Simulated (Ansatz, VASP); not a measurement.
LiCl: VASP beside Ansatz

```xyz
2
Lattice="0.0000 2.5301 2.5301 2.5301 0.0000 2.5301 2.5301 2.5301 0.0000" Properties=species:S:1:pos:R:3 pbc="T T T"
Cl    2.5301    2.5301    2.5301
Li    0.0000    0.0000    0.0000
```

Change from the starting cell: volume scaled by 0.96.

Alike in both runs: task single point; functional PBE; k mesh 9 × 9 × 9; occupations fermi-dirac, width 0.05 eV; no spin polarisation.

|  | VASP | Ansatz |
| --- | --- | --- |
| version | VASP 6.6.1 | Ansatz 0.2.0 |
| potentials or method | VASP PAW PBE potentials, release 64 (Cl, Li_sv) | Ansatz PAW |
| plane-wave cutoff (eV) | 520 | 420 |
| valence electrons in the cell | 10 | 10 |

|  | VASP | Ansatz | Ansatz less VASP |
| --- | --- | --- | --- |
| gap on the k mesh at the Fermi level (eV) | 6.58 | 6.57 | -0.013 |
| least direct gap on the mesh (eV) | 6.58 | 6.57 | -0.013 |

The functional is the same, so the differences come from potentials, cutoffs and numerics.

Caveats: an odd mesh through Γ misses points on the zone boundary, where band edges often lie (VASP); odd divisions of the mesh miss points on the zone boundary, where band edges often lie, so the gap on the mesh can be too wide (Ansatz).
